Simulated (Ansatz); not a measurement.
# MnO (Pm-3m) in Ansatz: notebook, part 2 of 2

Ansatz 0.2.0. Earlier steps stand in the parts before.

## Step 5: Single point, PBE, collinear spin, ferromagnetic start

Contents of input.yaml:

```yaml
crystal:
  lattice:
    - [2.67238866, 0.0, 0.0]
    - [0.0, 2.67238866, 0.0]
    - [0.0, 0.0, 2.67238866]
  atoms:
    - { symbol: Mn, position: [0.0, 0.0, 0.0], spin: 5.5 }
    - { symbol: O, position: [0.5, 0.5, 0.5] }
hamiltonian:
  xc: pbe
  pseudopotentials: { kind: paw }
magnetization:
  spin_polarized: true
kpoints:
  mp_grid: { grid: [10, 10, 10] }
scf:
  occupations: { method: fermi_dirac, width: 0.05 }
output:
  forces: true
  stress: true
  eigenvalues: true
  write_density: true
  write_potential: true
  elf: true
  volumetric_format: npy
```

Potentials or basis: Ansatz PAW.

Run with:

```bash
$ ansatz run input.yaml --threads 2 --pin off --max-ram 5632MiB --backend cpu --events-out ev --progress --plain --runs-dir out
```

The program printed:

```text
Warning: where an SCF of this run starts from atoms to list the orders of its open shells, Mn (site 0, from 0) starts with 5.00 μB on its 3d shell, in the place of the 5.50 μB that the deck gives it: its open shells can hold no more by Hund's first rule. To start from spheres of the given moment, type scf.initial_density.shell_occupations: []
Warning: RAYON_NUM_THREADS=2 ignored (pool sized by the plan → 2); use --threads N
Engine: ansatz 0.2.0, aarch64-unknown-linux-gnu
Pseudopotentials: kind: paw
Pseudopotential: Mn, paw, valence charge 15, recommended cutoff 420 eV (normal), Mn.paw.azcp
Pseudopotential: O, paw, valence charge 6, recommended cutoff 420 eV (normal), O.paw.azcp
Functional definition: PBE
  parameter kappa = 0.804
  parameter beta = 0.06672455060314922
  exchange = pbe_x(kappa = kappa, mu = beta*pi^2/3)
  correlation = pbe_c(beta = beta)
Crystal: 2 atoms, lattice volume = 19.085 Å³
Basis set: ecut = 420 eV, 365 PW (Γ), exchange–correlation on 36×36×36 points (8 copies of the dense FFT grid, shifted against one another)
Bands: 18, of which v1, the nominal top of the filled ones, is band 11 counted from 1 (10 counted from 0)
Symmetry: 48 space group operations
Space group: Pm-3m (ITA 221), of the structure as read, at distance tolerance 2.7e-5 Å
Magnetic group: BNS 221.92 (UNI 1594), of the structure as read, at distance tolerance 2.7e-5 Å
k-points: 56 of 1000
Non-local potential: Mn, projectors of the file, l = 0: 3, l = 1: 2, l = 2: 3, l = 3: 1
Non-local potential: O, projectors of the file, l = 0: 2, l = 1: 2, l = 2: 1
PAW form: soft (Blöchl's): semilocal exchange-correlation on the pseudo side does not see the compensation charge
PAW one-centre angular grid: Mn, 590 points (default); XC on 64 Gauss nodes
PAW one-centre angular grid: O, 110 points (default); XC on 64 Gauss nodes
Initial density: superposition of atomic densities (chi_scale 0.1, normalization cell, long waves kept (reshape's long-wave potential 0.00 eV rms))
Starting moments: Σ|m| = 5.5 μB on 1 of 2 sites
Initial wavefunctions: pseudopotential atomic-orbital guess
Functional: x = pbe(κ = 0.804, μ = 0.2195149727645171), c = pbe(β = 0.06672455060314922)
SCF iter   1: F=—  HF=-4465.268126 eV  |F-HF|=—  |Δ(HF+E_count)|=         —  Δρ=1.73e-1 (↑8.29e-2 ↓1.73e-1)  dr2=9.23e0  dr2_m=9.53e-1  M=3.621 μB ∫|m|=3.751 μB  β_m=0.30  ethr=3.10e-3  ⟨swp⟩=3.7  Hψ=7990  notcnv=0
Mixer restart at iter 1: flushing history
preconditioner: auto → none  [metal: Δε(μ)=0.008 eV  Ē_g=14.813 eV  σ=0.050 eV  W_gap=0.04  n_scr=6 (ndim 8)  ℏωp=30.6 eV  f_vac=0.000  D(μ)=1.77/eV (n_scr^D=26)  sad-step TF]
SCF iter   2: F=—  HF=-4465.004780 eV  |F-HF|=—  |Δ(HF+E_count)|=   2.63e-1  Δρ=6.71e-2 (↑1.80e-2 ↓6.71e-2)  dr2=1.09e0  dr2_m=1.78e-1  M=4.100 μB ∫|m|=4.100 μB  β_m=0.37  ethr=3.10e-3  ⟨swp⟩=3.7  Hψ=4954  notcnv=0  defer=204
SCF iter   3: F=—  HF=-4465.040484 eV  |F-HF|=—  |Δ(HF+E_count)|=   3.57e-2  Δρ=3.06e-2 (↑1.92e-2 ↓3.06e-2)  dr2=1.07e-1  dr2_m=8.86e-2  M=4.122 μB ∫|m|=4.122 μB  β_m=0.60  ethr=3.10e-3  ⟨swp⟩=2.1  Hψ=3392  notcnv=0  defer=208
SCF iter   4: F=—  HF=-4465.046961 eV  |F-HF|=—  |Δ(HF+E_count)|=   6.48e-3  Δρ=1.26e-2 (↑1.26e-2 ↓2.79e-3)  dr2=2.04e-2  dr2_m=7.62e-3  M=4.204 μB ∫|m|=4.205 μB  β_m=0.53  ethr=5.11e-4  ⟨swp⟩=2.6  Hψ=3842  notcnv=0  defer=208
SCF iter   5: F=—  HF=-4465.040801 eV  |F-HF|=—  |Δ(HF+E_count)|=   6.16e-3  Δρ=3.71e-3 (↑3.71e-3 ↓2.91e-3)  dr2=4.66e-3  dr2_m=5.64e-4  M=4.167 μB ∫|m|=4.168 μB  β_m=0.76  ethr=9.72e-5  ⟨swp⟩=2.4  Hψ=3918  notcnv=0  defer=208
SCF iter   6: F=—  HF=-4465.041626 eV  |F-HF|=—  |Δ(HF+E_count)|=         —  Δρ=1.60e-3 (↑1.60e-3 ↓1.05e-3)  dr2=6.77e-4  dr2_m=1.44e-4  M=4.178 μB ∫|m|=4.180 μB  β_m=0.76  ethr=2.22e-5  ⟨swp⟩=2.4  Hψ=3389  notcnv=0  defer=208
Mixer restart at iter 6: flushing history
SCF iter   7: F=—  HF=-4465.041890 eV  |F-HF|=—  |Δ(HF+E_count)|=   2.64e-4  Δρ=2.04e-3 (↑2.04e-3 ↓9.89e-4)  dr2=1.32e-3  dr2_m=5.03e-5  M=4.179 μB ∫|m|=4.180 μB  β_m=0.48  ethr=3.23e-6  ⟨swp⟩=2.0  Hψ=4090  notcnv=0  defer=209
SCF iter   8: F=—  HF=-4465.041547 eV  |F-HF|=—  |Δ(HF+E_count)|=   3.43e-4  Δρ=4.09e-4 (↑4.09e-4 ↓3.26e-4)  dr2=2.59e-5  dr2_m=1.55e-5  M=4.180 μB ∫|m|=4.181 μB  β_m=0.78  ethr=3.23e-6  ⟨swp⟩=2.7  Hψ=3350  notcnv=0  defer=208
SCF iter   9: F=—  HF=-4465.041580 eV  |F-HF|=—  |Δ(HF+E_count)|=   3.28e-5  Δρ=1.25e-4 (↑1.25e-4 ↓1.11e-4)  dr2=1.17e-6  dr2_m=1.92e-6  M=4.184 μB ∫|m|=4.185 μB  β_m=0.89  ethr=1.23e-7  ⟨swp⟩=2.1  Hψ=2704  notcnv=0  defer=208
SCF iter  10: F=—  HF=-4465.041582 eV  |F-HF|=—  |Δ(HF+E_count)|=   1.63e-6  Δρ=1.50e-4 (↑1.50e-4 ↓6.43e-5)  dr2=2.06e-6  dr2_m=1.46e-6  M=4.186 μB ∫|m|=4.187 μB  β_m=0.89  ethr=5.56e-9  ⟨swp⟩=2.2  Hψ=2862  notcnv=0  defer=208
SCF iter  11: F=—  HF=-4465.041581 eV  |F-HF|=—  |Δ(HF+E_count)|=   1.06e-6  Δρ=6.09e-5 (↑6.09e-5 ↓4.25e-5)  dr2=2.75e-7  dr2_m=3.91e-7  M=4.186 μB ∫|m|=4.187 μB  β_m=0.78  ethr=5.56e-9  ⟨swp⟩=2.1  Hψ=3171  notcnv=0  defer=208
SCF iter  12: F=—  HF=-4465.041581 eV  |F-HF|=—  |Δ(HF+E_count)|=   1.38e-8  Δρ=1.30e-5 (↑1.30e-5 ↓8.54e-6)  dr2=1.24e-8  dr2_m=1.71e-8  M=4.185 μB ∫|m|=4.187 μB  β_m=0.89  ethr=1.31e-9  ⟨swp⟩=2.2  Hψ=2606  notcnv=0  defer=208
SCF iter  13: F=-4465.041581 eV  HF=-4465.041581 eV  |F-HF|=1.18e-11  |Δ(HF+E_count)|=   2.52e-9  Δρ=6.81e-7 (↑6.81e-7 ↓6.04e-7)  dr2=2.04e-11  dr2_m=5.99e-11  M=4.185 μB ∫|m|=4.187 μB  ethr=5.88e-11  ⟨swp⟩=9.1  Hψ=11625  notcnv=0
SCF 1 converged in 13 iterations: F = -4465.041581 eV  dr2 = 2.04e-11
SCF converged after 13 iterations
Magnetization: 4.1854 μB (12.5927 up, 8.4073 down)
Absolute magnetization: 4.1867 μB (∫|ρ↑−ρ↓|, with the PAW one-centre terms)
Spin contamination: 0.0285 ħ² per cell (⟨S²⟩ above its minimum at these occupations)
Per-site moments (μB) at R_I (Å): [(3.6949176878109724, 0.9546720431925003), (0.13618147143611525, 0.9546720431925003)]
Free energy (F): -4465.041581 eV
Harris-Foulkes:  -4465.041581 eV  (|F-HF|=1.18e-11)
Internal energy: -4465.025107 eV  (E = F + TS)
E sigma→0 (E₀):  -4465.033344 eV
Entropy (-TS):   -0.016474 eV (-8.237 meV/atom)
Fermi energy:    15.223559 eV
--- Per-component energies (eV) ---
  E_band       = -200.831458
  E_kinetic    = 477.076150
  E_local      = -2020.672141  (includes V_loc(G=0)·N_el)
  E_nonlocal   = 301.039364
  E_hartree    = 811.906710
  E_xc         = -185.481226
  E_vxc        = -237.066106  (∫ρ·V_xc dr)
  E_paw        = -1464.886262  (= ΣΔE_a)
  E_vpaw       = -345.024683  (= ΣTr[D̂ρ^β])
  E_aug_tail   = 0.002410  (compensation charges beyond the density's cutoff)
  E_ewald      = -2384.010111
  E_smearing   = -0.016474  (= −TS)
  E_closure    = 0.000000  (closes the sum)
  Σ components = -4465.041581   (vs F -4465.041581, Δ=0.00e0)
--- Forces (eV/Å), atoms counted from 1 ---
  atom   1  Mn     0.00000000    -0.00000000    -0.00000000
  atom   2  O      0.00000000     0.00000000     0.00000000
  max |Σ_I F_I| component: 2.81e-29 eV/Å
--- Stress (GPa, compression-positive) ---
        5.589371       0.000000       0.000000
        0.000000       5.589371       0.000000
        0.000000       0.000000       5.589371
  P = ⅓ Tr σ = 5.5894 GPa (55.894 kbar)
--- Band table (eV; the first three rows and the last of 112) ---
  k-point 0 ↑: bands = ["-65.8606", "-34.5333", "-34.5333", "-34.5333", "-5.0500", "11.1586", "11.1586", "12.2042", "12.2042", "12.2042", "13.8770", "13.8770", "13.8770", "15.5556", "30.2016", "30.2016", "34.3894", "34.3894"]
  k-point 1 ↑: bands = ["-65.8586", "-34.5523", "-34.5317", "-34.5317", "-4.9535", "10.6251", "11.1975", "11.9982", "11.9982", "12.1921", "13.8865", "14.1009", "14.1009", "16.2208", "29.5893", "30.1895", "34.2266", "34.2266"]
  k-point 2 ↑: bands = ["-65.8534", "-34.6018", "-34.5275", "-34.5275", "-4.6883", "9.2872", "11.3013", "11.5936", "11.5936", "12.6700", "13.9116", "14.5592", "14.5592", "17.4546", "28.0801", "30.1538", "33.7168", "33.7168"]
  k-point 55 ↓: bands = ["-61.5459", "-30.5256", "-30.5256", "-30.5256", "-2.2601", "8.9024", "8.9024", "8.9024", "18.5997", "18.5997", "18.8177", "18.8177", "18.8177", "23.0431", "23.0431", "23.0431", "33.1591", "36.7925"]
```

v_z.tsv:

```text
# z_ang	v_es[eV]	v_tot_up[eV]	v_tot_dn[eV]
# format = ansatz-planar-average/11
# xc	pbe
# density_cutoff_ev	1680
# datasets	Mn=:simpson_from_first_knot:soft	O=:simpson_from_first_knot:soft
# lattice	2.672388660	0.000000000	0.000000000
# lattice	0.000000000	2.672388660	0.000000000
# lattice	0.000000000	0.000000000	2.672388660
# sites	2
# site	25	0.000000000	0.000000000	0.000000000
# site	8	1.336194330	1.336194330	1.336194330
0.000000	4.034433e-2	-1.390055e1	-1.233425e1
0.148466	5.833162e-1	-1.310689e1	-1.162958e1
0.296932	2.247155e0	-1.100281e1	-9.587081e0
0.445398	4.850298e0	-7.941198e0	-6.547140e0
0.593864	7.940435e0	-4.463144e0	-3.176656e0
0.742330	9.806992e0	-2.445053e0	-1.422059e0
[... 10 lines left out ...]
2.375457	2.247155e0	-1.100281e1	-9.587081e0
2.523923	5.833162e-1	-1.310689e1	-1.162958e1
```

It took 2.5 s on 2 threads of Arm Neoverse V2, shared host; peak memory 0.3 GiB.

What came out:

```yaml
Free_energy: -4465.0416 eV
Pressure: 5.6 GPa
Band_gap_on_the_k_mesh: none (metal or under the smearing width)
Net_moment: 4.19 μB per cell
Absolute_moment: 4.19 μB per cell
Site_moments: Mn +3.69; O +0.14 μB
```

Caveat: the pressure holds a Pulay correction of +0.7 GPa for the finite cutoff; a cell with one magnetic atom can't hold antiferromagnetic order, which such compounds often take; semilocal functionals often make such compounds metallic where correlation or magnetic order opens a gap, which also shifts bond lengths.

## Step 6: The runs side by side

```csv
spin,gap on the mesh (eV),pressure (GPa),moment (μB)
off,none,-28.1,-
"collinear, ferromagnetic start",none,5.6,4.19
"collinear, random start",none,5.6,4.19
```

Alike in all rows: task single point; level PBE; potentials or basis Ansatz PAW; cell as given; k mesh 10 × 10 × 10; cutoff (eV) 420; smearing fermi-dirac 0.05 eV.

Every run on the cell as given and a fine mesh finds a metal.

Caveats: semilocal functionals often make such compounds metallic where correlation or magnetic order opens a gap, which also shifts bond lengths; a cell with one magnetic atom can't hold antiferromagnetic order, which such compounds often take (some runs); a pressure of tens of GPa on the cell as given is suspect, and the run, the potentials or the cell itself is likely at fault (some runs); an odd number of electrons without spin polarisation forces a metal (some runs); a magnetic or distorted state may lie lower (some runs).

Total energies depend on the potentials used, so only differences within one code and one set of settings carry meaning.
